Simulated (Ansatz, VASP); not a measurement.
## One calculation of PbO2, two programs

INCAR

```
SYSTEM = PbO2
PREC = Accurate
ENCUT = 520
EDIFF = 1E-6
ISMEAR = 1
SIGMA = 0.1
LREAL = .False.
LASPH = .True.
NELM = 80
ALGO = Normal
ISIF = 2
LWAVE = .False.
LCHARG = .False.
GGA = PE
NBANDS = 20
```

File KPOINTS:

```
regular mesh
0
Gamma
  6 6 6
  0 0 0
```

POSCAR

```
PbO2
1.0
    0.0000000000      2.7019920000      2.7019920000
    2.7019920000      0.0000000000      2.7019920000
    2.7019920000      2.7019920000      0.0000000000
Pb O
1 2
Direct
    0.0000000000      0.0000000000      0.0000000000
    0.2500000000      0.2500000000      0.2500000000
    0.7500000000      0.7500000000      0.7500000000
```

Input for Ansatz:

```yaml
crystal:
  lattice:
    - [0.0, 2.701992, 2.701992]
    - [2.701992, 0.0, 2.701992]
    - [2.701992, 2.701992, 0.0]
  atoms:
    - { symbol: Pb, position: [0.0, 0.0, 0.0] }
    - { symbol: O, position: [0.25, 0.25, 0.25] }
    - { symbol: O, position: [0.75, 0.75, 0.75] }
basis:
  ecutwfc: 420
kpoints:
  mp_grid: { grid: [6, 6, 6] }
hamiltonian:
  xc: pbe
scf:
  occupations: { method: cold }
output:
  forces: true
  stress: true
  eigenvalues: true
```

Alike in both runs: task single point; functional PBE; k mesh 6 × 6 × 6; no spin polarisation.

|  | VASP | Ansatz |
| --- | --- | --- |
| version | VASP 6.6.1 | Ansatz 0.2.0 |
| potentials or method | VASP PAW PBE potentials, release 64 (Pb_d, O) | scalar-relativistic, plane waves, PAW |
| plane-wave cutoff (eV) | 520 | 420 |
| occupations | methfessel-paxton of order 1, width 0.1 eV | cold |
| valence electrons in the cell | 26 | 26 |

Ansatz gave:

| Item | Value |
| --- | --- |
| gap on the k mesh at the Fermi level (eV) | none |
| pressure (GPa) | 0.0 |

**Question.** Which values does VASP return?

**Answer.** gap on the k mesh at the Fermi level (eV): none; pressure (GPa): 0.2.

A gap of «none» marks a metal or a gap that the smearing closes.

Spin-orbit coupling is left out, which matters for the levels of Pb.
